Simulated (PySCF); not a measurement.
These compounds are isomers of formula C₆H₇N.

A. SMILES Cc1ccncc1
B. SMILES C=C1CC[C@H]1C#N
C. aniline (Nc1ccccc1)

Spectrum 1. $^{1}$H NMR (400 MHz, computed): δ 5.68 (m, 1H), 5.54 (m, 1H), 3.49 (m, 1H), 3.07 (m, 1H), 2.89 (m, 1H), 2.39 (m, 1H), 2.31 (m, 1H). $^{13}$C{$^{1}$H} NMR (computed): δ 151.4 (C), 125.1 (C), 121.0 (CH2), 30.6 (CH2), 29.1 (CH), 22.8 (CH2).

Spectrum 2. $^{1}$H NMR (400 MHz, computed): δ 8.87 (d, 2H), 7.24 (d, 2H), 2.51 (s, 3H). $^{13}$C{$^{1}$H} NMR (computed): δ 155.9 (CH), 152.2 (C), 128.9 (CH), 23.9 (CH3).

Spectrum 3. $^{1}$H NMR (400 MHz, computed): δ 7.41 (t, J = 8.7 Hz, 2H), 6.85 (t, J = 8.5 Hz, 1H), 6.72 (d, J = 9.0 Hz, 2H), 3.36 (br s, 2H). $^{13}$C{$^{1}$H} NMR (computed): δ 152.2 (C), 135.1 (CH), 121.7 (CH), 116.6 (CH).

Theory: J: B3LYP/pcJ-1 (spin–dipole term left out of most H,H and C,H couplings), shielding tensors at PBE0/pcSseg-1 (GIAO), coordinates at the GFN2-xTB level, in PySCF 2.14 (non-relativistic Hamiltonian, rapidly exchanging positions averaged, isolated molecule, one conformer).

References, each an isolated molecule treated in the same way: $^{1}$H, $^{13}$C vs TMS. Multiplet labels drop J under 1 Hz and among equivalent protons, and merge close values. Unscaled 3J(H,H) run several per cent high. Where no couplings were computed, multiplicities follow the n + 1 count of equivalent neighbours, and m marks all less simple cases (inequivalent or close neighbours, rings, F or P nearby). Shifts are as computed. Against solution values, carbons near 30 ppm lie about +3 ppm off and those near 130 ppm about +5 ppm. Of 1211 compounds with measured shifts, 218 miss one by over three times the rms of a fit or turn the order of signals round; such compounds aren't used in these exercises. OH and NH positions are gas-phase values without hydrogen bonding to other molecules.

Question: Which spectrum belongs to which compound?

Answer: 1–B, 2–A, 3–C.

- Spectrum 1 (B): 6 $^{13}$C signals; δC 151.4 is a fully substituted alkene carbon; δC 125.1 is a nitrile carbon.
- Spectrum 2 (A): 4 $^{13}$C signals; δC 155.9 is an aromatic CH next to a ring nitrogen; δC 128.9 is an aromatic CH.
- Spectrum 3 (C): 4 $^{13}$C signals; δC 152.2 is an aromatic carbon bearing nitrogen; δC 135.1 is an aromatic CH.
